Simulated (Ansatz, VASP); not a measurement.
HfO2 in VASP and in Ansatz

```xyz
3
Lattice="0.0000 2.4027 2.4659 2.4027 0.0000 2.4659 2.4027 2.4027 0.0000" Properties=species:S:1:pos:R:3 pbc="T T T"
Hf    0.0000    0.0000    0.0000
O     1.2014    1.2014    1.2330
O     3.6041    3.6041    3.6989
```

Change from the starting cell: strain -0.050 along x and y, -0.025 along z, atoms carried along.

Alike in both runs: task single point; functional r2SCAN; k mesh 8 × 8 × 8; occupations gaussian, width 0.05 eV; no spin polarisation.

```csv
,VASP,Ansatz
version,VASP 6.6.1,Ansatz 0.2.0
potentials or method,"VASP PAW PBE potentials, release 64 (Hf_pv, O)","scalar-relativistic, plane waves, PAW"
plane-wave cutoff (eV),520,500
valence electrons in the cell,22,38
```

```tsv
	VASP	Ansatz	Ansatz less VASP
gap on the k mesh at the Fermi level (eV)	4.41	4.37	-0.045
least direct gap on the mesh (eV)	4.54	4.48	-0.053
pressure (GPa)	40.1	45.2	+5.16
largest component of the traceless stress (GPa)	10.20	9.99	-0.213
```

The two sets of potentials don't hold the same shells in valence.

Caveats: so large a pressure means that the cell lies far from this level's equilibrium, or that cutoff or potentials fall short (VASP); the potentials were made for another functional, which shifts forces and pressure (VASP); spin-orbit coupling is left out, which moves the levels of the heavy elements. A k mesh can miss the band edges.
